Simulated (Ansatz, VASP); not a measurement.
One calculation of Ti, two programs

File INCAR:

```
PREC = Accurate
ENCUT = 520
EDIFF = 1E-8
ISMEAR = -1
SIGMA = 0.08
LREAL = False
LASPH = True
NELM = 60
ALGO = Normal
ISIF = 2
LWAVE = False
LCHARG = False
GGA = PE
LEFG = True
NBANDS = 19
```

KPOINTS

```
regular mesh
0
Gamma
  13 13 7
```

POSCAR

```
Ti
1.0
    2.9695348394      0.0000000000      0.0000000000
   -1.4847674197      2.5716926084      0.0000000000
    0.0000000000      0.0000000000      4.7170340170
Ti
2
Direct
    0.3333333333      0.6666666667      0.2500000000
    0.6666666667      0.3333333333      0.7500000000
```

Input for Ansatz:

```yaml
crystal:
  lattice:
    - [2.9695348394, 0.0, 0.0]
    - [-1.4847674197, 2.5716926084, 0.0]
    - [0.0, 0.0, 4.717034017]
  atoms:
    - { symbol: Ti, position: [0.3333333333, 0.6666666667, 0.25] }
    - { symbol: Ti, position: [0.6666666667, 0.3333333333, 0.75] }
kpoints:
  mp_grid: { grid: [13, 13, 7] }
scf:
  occupations: { method: fermi_dirac, width: 0.08 }
hamiltonian:
  xc: pbe
  pseudopotentials: { kind: all_electron, datasets: crystal }
output:
  forces: true
  stress: true
  eigenvalues: true
  efg: { contact_densities: true }
```

Change from the starting cell: volume scaled by 1.02, crystal datasets.

Alike in both runs: task electric field gradients; functional PBE; k mesh 13 × 13 × 7; occupations fermi-dirac, width 0.08 eV; no spin polarisation.

|  | VASP | Ansatz |
| --- | --- | --- |
| version | VASP 6.6.1 | Ansatz 0.2.0 |
| potentials or method | VASP PAW PBE potentials, release 64 (Ti_sv) | all-electron PAW with datasets made for the crystal, scalar-relativistic |
| plane-wave cutoff (eV) | 520 | see its input |

Ansatz gave:

* pressure (GPa): -3.6
* largest component of the traceless stress (GPa): 0.28
* Vzz of the field gradient on the site that differs most (V/Å²): 17.2

Question: What did VASP give for the same quantities?

Answer: Pressure (GPa): -3.8; largest component of the traceless stress (GPa): 0.28; Vzz of the field gradient on the site that differs most (V/Å²): 15.7.

Ansatz ran all-electron here, so the differences hold the error of VASP's frozen core and of both bases.
